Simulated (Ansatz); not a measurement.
WS2:

```
W S
1.0
    -2.18592    2.18592    3.19240
     2.18592   -2.18592    3.19240
     2.18592    2.18592   -3.19240
W S
1 2
Direct
  0.00000 0.00000 0.00000
  0.75000 0.25000 0.50000
  0.50000 0.50000 0.00000
```

The cell was built by a generator and needn't be a form met in nature.

| Item | Value |
| --- | --- |
| Program | Ansatz 0.2.0 |
| Task | relaxation of cell and atoms |
| Functional | PBEsol |
| Potentials or basis | all-electron LAPW, scalar-relativistic |
| Basis error allowed | 0.002 eV/atom |
| k mesh | 7 × 7 × 7 |
| Occupations | fermi-dirac, width 0.05 eV |
| Spin | no spin polarisation |

At the start: volume 20.34 Å³/atom.

**Question.** How do energy, volume and symmetry change on relaxing?

**Answer.** Over 15 steps the energy falls by 853.2 meV/atom and the volume is 16.08 Å³/atom (-20.9 %); space group I-4m2 (No. 119, to 0.05 Å).

The path:
```tsv
step	energy change (eV)	largest force (eV/Å)	volume (Å³)
1	0.0000	0.0000	61.02
2	-0.9644	0.0000	52.66
3	-1.2020	0.0000	45.22
4	-1.2322	0.0000	47.21
5	-1.2353	0.0000	46.95
6	-1.2971	0.0000	45.77
7	-1.5396	0.0000	46.19
8	-1.8934	0.0000	45.99
9	-2.1957	0.0000	45.91
10	-2.3849	0.0000	46.31
11	-2.4921	0.0000	47.37
12	-2.5521	0.0000	47.37
13	-2.5594	0.0000	48.30
14	-2.5595	0.0000	48.24
15	-2.5595	0.0000	48.24
```

Final structure:
```
W S
1.0
    -1.71315    1.71315    4.10903
     1.71315   -1.71315    4.10903
     1.71315    1.71315   -4.10903
W S
1 2
Direct
  0.00000 0.00000 0.00000
  0.75000 0.25000 0.50000
  0.50000 0.50000 0.00000
```

Caveat: the k mesh is thin for a metal, which can move the energy by tens of meV per atom; the volume moved by over 15 % at a fixed basis, so the end points are rough.
